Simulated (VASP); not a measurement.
# Au (P6_3/mmc) in VASP: a series of runs

The runs below take Au through single point, with r2SCAN.

Program: VASP 6.6.1. These are calculated values, not measurements. Logs are shortened: lines on timing, memory, paths and dates and some standing lists are left out, and cuts for length are marked.

### 1 Starting point

It takes space group P6_3/mmc (No. 194, hexagonal). Conventional cell: a = 2.900 Å, b = 2.900 Å, c = 4.880 Å, α = 90.00°, β = 90.00°, γ = 120.00°. Au (site symmetry -6m2) has 12 Au at 2.90 to 2.96 Å as nearest neighbours.

This isn't the form of Au at room conditions, which is fcc.

### 2 Single point, r2SCAN

INCAR reads:

```
PREC = Accurate
ENCUT = 280
EDIFF = 1E-6
ISMEAR = 1
SIGMA = 0.2
LREAL = F
LASPH = T
NELM = 100
ALGO = Normal
ISIF = 2
LWAVE = F
LCHARG = F
METAGGA = R2SCAN
LMIXTAU = T
ADDGRID = F
```

KPOINTS reads:

```
regular mesh
0
Gamma
  11 11 6
```

POSCAR reads:

```
Au
1.0
    2.9000000000      0.0000000000      0.0000000000
   -1.4500000000      2.5114736710      0.0000000000
    0.0000000000      0.0000000000      4.8800000000
Au
2
Direct
    0.6666666667      0.3333333333      0.2500000000
    0.3333333333      0.6666666667      0.7500000000
```

Potentials or basis: VASP PAW PBE potentials, release 64 (Au).

Command:

```
$ cat potpaw_PBE.64/Au/POTCAR > POTCAR
$ mpirun -np 1 vasp_std > vasp.out
```

OUTCAR:

```text
PREC = Accurate
   ENCUT = 280
   EDIFF = 1E-6
   ISMEAR = 1
   LREAL = F
   LASPH = T
   NELM = 100
   ISIF = 2
   METAGGA = R2SCAN

 Found     64 irreducible k-points:

 Following reciprocal coordinates:
            Coordinates               Weight
  0.000000  0.000000  0.000000      1.000000
  0.090909 -0.000000  0.000000      6.000000
  0.181818 -0.000000  0.000000      6.000000
  0.272727 -0.000000  0.000000      6.000000
  0.363636 -0.000000  0.000000      6.000000
  0.454545  0.000000  0.000000      6.000000
   k-points           NKPTS =     64   k-points in BZ     NKDIM =     64   number of bands    NBANDS=     15
   number of dos      NEDOS =    301   number of ions     NIONS =      2
   total plane-waves  NPLWV =   7168
   dimension x,y,z NGX =    16 NGY =   16 NGZ =   28
   dimension x,y,z NGXF=    32 NGYF=   32 NGZF=   56
   ions per type =               2
   NGX,Y,Z   is equivalent  to a cutoff of   9.17,  9.17,  9.54 a.u.
   NGXF,Y,Z  is equivalent  to a cutoff of  18.34, 18.34, 19.08 a.u.
 SYSTEM =  unknown system
   PREC   = accura    normal or accurate (medium, high low for compatibility)
   ISTART =      0    job   : 0-new  1-cont  2-samecut
   ICHARG =      2    charge: 1-file 2-atom 10-const
   ISPIN  =      1    spin polarized calculation?
   LNONCOLLINEAR =      F non collinear calculations
   LSORBIT =      F    spin-orbit coupling
   LASPH  =      T    aspherical Exc in radial PAW
   ENCUT  =  280.0 eV  20.58 Ry    4.54 a.u.   3.96  3.96  6.66*2*pi/ulx,y,z
   NELM   =    100;   NELMIN=  2; NELMDL= -5     # of ELM steps
   EDIFF  = 0.1E-05   stopping-criterion for ELM
   LREAL  =      F    real-space projection
   EDIFFG = 0.1E-04   stopping-criterion for IOM
   NSW    =      0    number of steps for IOM
   IBRION =     -1    ionic relax: 0-MD 1-quasi-New 2-CG
   NFREE  =      0    steps in history (QN), initial steepest desc. (CG)
   ISIF   =      2    stress and relaxation
   ISYM   =      2    0-nonsym 1-usesym 2-fastsym
   POTIM  = 0.5000    time-step for ionic-motion
   TEBEG  =    0.0;   TEEND  =   0.0 temperature during run
   PSTRESS=    0.0 pullay stress
   NELECT =      22.0000    total number of electrons
   NUPDOWN=      -1.0000    fix difference up-down
   EMIN   =  10.00;   EMAX   =-10.00  energy-range for DOS
   EFERMI =   0.00;   METHOD = LEGACY
   ISMEAR =     1;   SIGMA  =   0.20  broadening in eV -4-tet -1-fermi 0-gaus
   EFERMI_NEDOS =   21; number of points for ismear=-14 and -15
   IALGO  =     38    algorithm
   IMIX   =      4    mixing-type and parameters
     AMIX     =   0.40;   BMIX     =  1.00
     AMIX_MAG =   1.60;   BMIX_MAG =  1.00
  volume/ion in A,a.u.               =      17.77       119.93
  Fermi-wavevector in a.u.,A,eV,Ry     =   1.395191  2.636528 26.484517  1.946557
  Thomas-Fermi vector in A             =   2.518667
   LORBIT       =      0    0 simple, 1 ext, 2 COOP (PROOUT), +10 PAW based schemes
   METAGGA = R2SCAN    functional components
   LHFCALC =     F    Hartree Fock is set to
   AEXX    =    0.0000 exact exchange contribution
   IVDW    =     0    specifies the selected vdW correction
   LEPSILON=     F    determine dielectric tensor
   LRPA    =     F    only Hartree local field effects (RPA)
 non-spin polarized calculation
 Methfessel and Paxton  Order N= 1 SIGMA  =   0.20
  energy-cutoff  :      280.00
  volume of cell :       35.54
 maximum number of plane-waves:       387
 NGX is ok and might be reduce to    16
   NGX =  7   NGY =  7   NGZ = 13

 number of electron      21.9999992 magnetization

 Free energy of the ion-electron system (eV)
  ---------------------------------------------------
  ext. energy  EPLUGINS =         0.00000000
  ---------------------------------------------------
  free energy    TOTEN  =      -101.20941163 eV

  energy without entropy =     -101.20426758  energy(sigma->0) =     -101.20769694

 E-fermi :   8.6272     XC(G=0): -13.3342

 val. band max:        8.5875796064   @ k =   0.1818   0.1818   0.3333
 cond. band min:       8.6400208750   @ k =   0.2727   0.0909   0.3333
 fundamental gap:      0.0524412685
 Fermi energy:         8.6272240115

 k-point     1 :       0.0000    0.0000    0.0000
  band No.  band energies     occupation
      1      -1.0003      2.00000
      2       1.3431      2.00000
      3       3.7478      2.00000
      4       4.0324      2.00000
      5       4.0324      2.00000
      6       4.3244      2.00000
      7       4.3244      2.00000
      8       4.9910      2.00000
      9       4.9910      2.00000
     10       6.2892      2.00000
     11       6.2892      2.00000
     12       7.8422      2.00000
     13      11.1606     -0.00000
     14      24.1050      0.00000
     15      25.0926      0.00000

 k-point     2 :       0.0909   -0.0000    0.0000
  band No.  band energies     occupation
      1      -0.7385      2.00000
      2       1.5543      2.00000
      3       3.6651      2.00000
      4       4.0980      2.00000
      5       4.2018      2.00000
      6       4.2474      2.00000
      7       4.4828      2.00000
      8       4.7999      2.00000
      9       4.8929      2.00000
     10       5.5851      2.00000
     11       6.3278      2.00000
     12       8.8693     -0.07085
     13      11.1671     -0.00000
     14      24.0012      0.00000
     15      25.4327      0.00000

 k-point     3 :       0.1818   -0.0000    0.0000
  band No.  band energies     occupation
      1      -0.0054      2.00000
      2       2.0492      2.00000
      3       3.4894      2.00000
      4       3.9799      2.00000
      5       4.1004      2.00000
      6       4.4981      2.00000
      7       4.6608      2.00000
      8       4.6829      2.00000
      9       4.9292      2.00000
     10       4.9857      2.00000
     11       6.4023      2.00000
     12      10.5879     -0.00000
     13      11.2245     -0.00000
     14      21.2770      0.00000
     15      24.1841      0.00000

 k-point     4 :       0.2727   -0.0000    0.0000
  band No.  band energies     occupation
      1       0.9747      2.00000
      2       2.2613      2.00000
      3       3.3034      2.00000
      4       3.7029      2.00000
      5       3.8871      2.00000
      6       4.3988      2.00000
      7       4.6385      2.00000
      8       5.1987      2.00000
      9       5.3789      2.00000
     10       5.5711      2.00000
     11       6.4607      2.00000
     12      11.4811     -0.00000
     13      12.4799     -0.00000
     14      17.7234      0.00000
     15      22.1672      0.00000

 k-point     5 :       0.3636   -0.0000    0.0000
  band No.  band energies     occupation
      1       1.6741      2.00000
      2       2.0659      2.00000
      3       2.7270      2.00000
      4       4.0744      2.00000
      5       4.1845      2.00000
      6       4.3784      2.00000
      7       4.4296      2.00000
      8       6.0965      2.00000
      9       6.2477      2.00000
     10       6.4056      2.00000
     11       6.4908      2.00000
     12      12.2531     -0.00000
     13      14.2652      0.00000
     14      14.3718      0.00000
     15      20.2961      0.00000

 k-point     6 :       0.4545    0.0000    0.0000
  band No.  band energies     occupation
      1       1.8476      2.00000
      2       1.9161      2.00000
      3       2.4309      2.00000
      4       4.0660      2.00000
      5       4.2348      2.00000
      6       4.4365      2.00000
      7       4.9346      2.00000
      8       6.5013      2.00000
      9       6.5543      2.00000
     10       6.7200      2.00000
     11       8.2671      2.02881
     12      11.1551     -0.00000
     13      13.8696      0.00000
     14      15.8707      0.00000
     15      16.9349      0.00000

 [... further k-points ...]

------------------------ aborting loop because EDIFF is reached ----------------------------------------

  FORCE on cell =-STRESS in cart. coord.  units (eV):
  Direction    XX          YY          ZZ          XY          YZ          ZX
  --------------------------------------------------------------------------------------
  -------------------------------------------------------------------------------------
  Total       -0.3355893     -0.3355893     -0.3959604      0.0000000      0.0000000      0.0000000
  in kB      -15.1276775    -15.1276775    -17.8490805      0.0000000      0.0000000      0.0000000
  external PRESSURE =     -16.0348118 kB  Pullay stress =       0.0000000 kB

 VOLUME and BASIS-vectors are now :
 -----------------------------------------------------------------------------
  energy-cutoff  :      280.00
  volume of cell :       35.54
      direct lattice vectors                 reciprocal lattice vectors
     2.900000000  0.000000000  0.000000000     0.344827586  0.199086300  0.000000000
    -1.450000000  2.511473671  0.000000000     0.000000000  0.398172599  0.000000000
     0.000000000  0.000000000  4.880000000     0.000000000  0.000000000  0.204918033

 POSITION                                       TOTAL-FORCE (eV/Angst)
 -----------------------------------------------------------------------------------
      1.45000      0.83716      1.22000         0.000000     -0.000000      0.000000
     -0.00000      1.67432      3.66000        -0.000000      0.000000      0.000000
 -----------------------------------------------------------------------------------
    total drift:                                0.000000     -0.000000      0.000000

  FREE ENERGIE OF THE ION-ELECTRON SYSTEM (eV)
  ---------------------------------------------------
  free  energy   TOTEN  =      -101.2094116252 eV

  energy  without entropy=     -101.2042675831  energy(sigma->0) =     -101.20769694
```

Wall time 81 s (1 thread of Intel Xeon Platinum 8375C at 2.90GHz (Ice Lake), shared host); peak memory 0.13 GiB.

The run converged, but some of its settings lie outside the range that counts as converged, so its numbers aren't taken as properties of the crystal.

Results:

```
Free energy            : -101.2094 eV
Pressure               : -1.6 GPa
Band gap on the k mesh : none (metal or under the smearing width)
```

Caveat: the cutoff is under 1.25 times the usual one of these potentials, so pressure, stress and relaxed cells hold a basis-set (Pulay) error; the PAW data sets were made with another functional, which shifts forces and pressure a little.

### 3 Single point, r2SCAN

INCAR is that of step 2.

KPOINTS is that of step 2.

POSCAR reads:

```
Au
1.0
    2.9000000000      0.0000000000      0.0000000000
   -1.4500000000      2.5114736710      0.0000000000
    0.0000000000      0.0000000000      4.8800000000
Au
2
Direct
    0.6369950000      0.3319390000      0.2378770000
    0.3187740000      0.6342170000      0.7501220000
```

Potentials or basis: VASP PAW PBE potentials, release 64 (Au).

Command:

```
$ cat potpaw_PBE.64/Au/POTCAR > POTCAR
$ mpirun -np 1 vasp_std > vasp.out
```

OUTCAR:

```text
PREC = Accurate
   ENCUT = 280
   EDIFF = 1E-6
   ISMEAR = 1
   LREAL = F
   LASPH = T
   NELM = 100
   ISIF = 2
   METAGGA = R2SCAN

 Found    364 irreducible k-points:

 Following reciprocal coordinates:
            Coordinates               Weight
  0.000000  0.000000  0.000000      1.000000
  0.090909 -0.000000  0.000000      2.000000
  0.000000  0.090909  0.000000      2.000000
 -0.090909  0.090909  0.000000      2.000000
[... 183 lines left out ...]

 [... further k-points ...]

------------------------ aborting loop because EDIFF is reached ----------------------------------------

  FORCE on cell =-STRESS in cart. coord.  units (eV):
  Direction    XX          YY          ZZ          XY          YZ          ZX
  --------------------------------------------------------------------------------------
  -------------------------------------------------------------------------------------
  Total       -0.2569833     -0.3257630     -0.2389088     -0.0528270     -0.0527875      0.0759795
  in kB      -11.5842806    -14.6847272    -10.7695188     -2.3813333     -2.3795524      3.4250007
  external PRESSURE =     -12.3461756 kB  Pullay stress =       0.0000000 kB

 VOLUME and BASIS-vectors are now :
 -----------------------------------------------------------------------------
  energy-cutoff  :      280.00
  volume of cell :       35.54
      direct lattice vectors                 reciprocal lattice vectors
     2.900000000  0.000000000  0.000000000     0.344827586  0.199086300  0.000000000
    -1.450000000  2.511473671  0.000000000     0.000000000  0.398172599  0.000000000
     0.000000000  0.000000000  4.880000000     0.000000000  0.000000000  0.204918033

 POSITION                                       TOTAL-FORCE (eV/Angst)
 -----------------------------------------------------------------------------------
      1.36597      0.83366      1.16084         0.046223     -0.025417      0.346845
      0.00483      1.59282      3.66060        -0.046223      0.025417     -0.346845
 -----------------------------------------------------------------------------------
    total drift:                               -0.000002     -0.000041      0.000017

  FREE ENERGIE OF THE ION-ELECTRON SYSTEM (eV)
  ---------------------------------------------------
  free  energy   TOTEN  =      -101.1967984713 eV

  energy  without entropy=     -101.1932665260  energy(sigma->0) =     -101.19562116
```

stdout:

```text
POSCAR found type information on POSCAR Au
 POSCAR found :  1 types and       2 ions
 scaLAPACK will be used
 -----------------------------------------------------------------------------
|                                                                             |
|                                                                             |
|     You enforced a specific xc type in the INCAR file but a different       |
|     I HOPE YOU KNOW WHAT YOU ARE DOING!                                     |
|                                                                             |
 -----------------------------------------------------------------------------

 LDA part: xc-table for (None), standard interpolation
 POSCAR, INCAR and KPOINTS ok, starting setup
 FFT: planning ... GRIDC
 FFT: planning ... GRID_SOFT
 FFT: planning ... GRID
 WAVECAR not read
 entering main loop
```

It took 4.6 min on 1 thread of Intel Xeon Platinum 8375C at 2.90GHz (Ice Lake), shared host; peak memory 0.19 GiB.

These settings aren't checked as converged: the numbers below hold their error.

Results:

```yaml
Free_energy: -101.1968 eV
Pressure: -1.2 GPa
Largest_force: 0.351 eV/Å
Band_gap_on_the_k_mesh: none (metal or under the smearing width)
```

Caveat: the cutoff is under 1.25 times the usual one of these potentials, so pressure, stress and relaxed cells hold a basis-set (Pulay) error; the PAW data sets were made with another functional, which shifts forces and pressure a little.

### 4 Single point, r2SCAN

Changes to INCAR since step 3:

```diff
@@ -1,3 +1,3 @@
 PREC = Accurate
-ENCUT = 280
+ENCUT = 460
 EDIFF = 1E-6
```

KPOINTS reads:

```
regular mesh
0
Gamma
  9 9 5
```

POSCAR reads:

```
Au
1.0
    2.9000000000      0.0000000000      0.0000000000
   -1.4500000000      2.5114736710      0.0000000000
    0.0000000000      0.0000000000      4.8800000000
Au
2
Direct
    0.6666666667      0.3333333333      0.2500000000
    0.3333333333      0.6666666667      0.7500000000
```

Command:

```
$ cat potpaw_PBE.64/Au/POTCAR > POTCAR
$ mpirun -np 1 vasp_std > vasp.out
```

Run time: 92 s. Hardware: 1 thread of Intel Xeon Platinum 8375C at 2.90GHz (Ice Lake), shared host; peak memory 0.15 GiB.

These settings aren't checked as converged: the numbers below hold their error.

Results:

```yaml
Free_energy: -101.2291 eV
Pressure: -1.7 GPa
Band_gap_on_the_k_mesh: none (metal or under the smearing width)
```

Caveat: the PAW data sets were made with another functional, which shifts forces and pressure a little.

### 5 For comparison

An earlier run on the cell as given: functional PBE; potentials or basis VASP PAW PBE potentials, release 64 (Au); cutoff 520 eV; k mesh 11 × 11 × 6; occupations fermi-dirac, width 0.05 eV; no spin polarisation.

* Pressure: 1.6 GPa
* Band gap on the k mesh: none (metal or under the smearing width)
